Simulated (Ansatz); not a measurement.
# How far is PAW off for SiO2?

```yaml
crystal:
  lattice:
    - [4.18010, 0.00000, 0.00000]
    - [0.00000, 4.18010, 0.00000]
    - [0.00000, 0.00000, 2.74783]
  atoms:
    - { symbol: Si, position: [0.00000, 0.00000, 0.00000] }
    - { symbol: Si, position: [0.50000, 0.50000, 0.50000] }
    - { symbol: O, position: [0.30670, 0.30670, 0.00000] }
    - { symbol: O, position: [0.19330, 0.80670, 0.50000] }
    - { symbol: O, position: [0.69330, 0.69330, 0.00000] }
    - { symbol: O, position: [0.80670, 0.19330, 0.50000] }
```

Atoms are numbered in the order listed.

The geometry is COD entry 9001276, unchecked; take it as a test cell. The listed cell was then made from it by scaling, straining or moving an atom.

Levels of theory: DFT, PBE, PAW with Ansatz's default frozen-core files, scalar-relativistic (Ansatz 0.2.0); DFT, PBE, all-electron LAPW, scalar-relativistic (Ansatz 0.2.0).

For PAW: a Γ-centred 6×6×9 k mesh, Fermi–Dirac smearing of 0.03 eV, cutoff 420 eV, no spin polarisation. LAPW targets a basis error of 1 meV/atom. The Ansatz runs share mesh, smearing and spin set-up. Plane-wave (PAW) pressures include the program's estimate of the Pulay term.

Stress and pressure are positive in compression.

PAW results:

| quantity | PAW |
| --- | --- |
| pressure (GPa) | 0.08 |
| stress xx (GPa) | 4.76 |
| stress zz (GPa) | -9.28 |
| force on O3, x (eV/Å) | -0.155 |
| band gap (eV) | 4.981 |

Q: What does LAPW (all electrons) give for the same quantities?

A: 
| quantity | LAPW |
| --- | --- |
| pressure (GPa) | 0.07 |
| stress xx (GPa) | 4.74 |
| stress zz (GPa) | -9.27 |
| force on O3, x (eV/Å) | -0.154 |
| band gap (eV) | 4.994 |
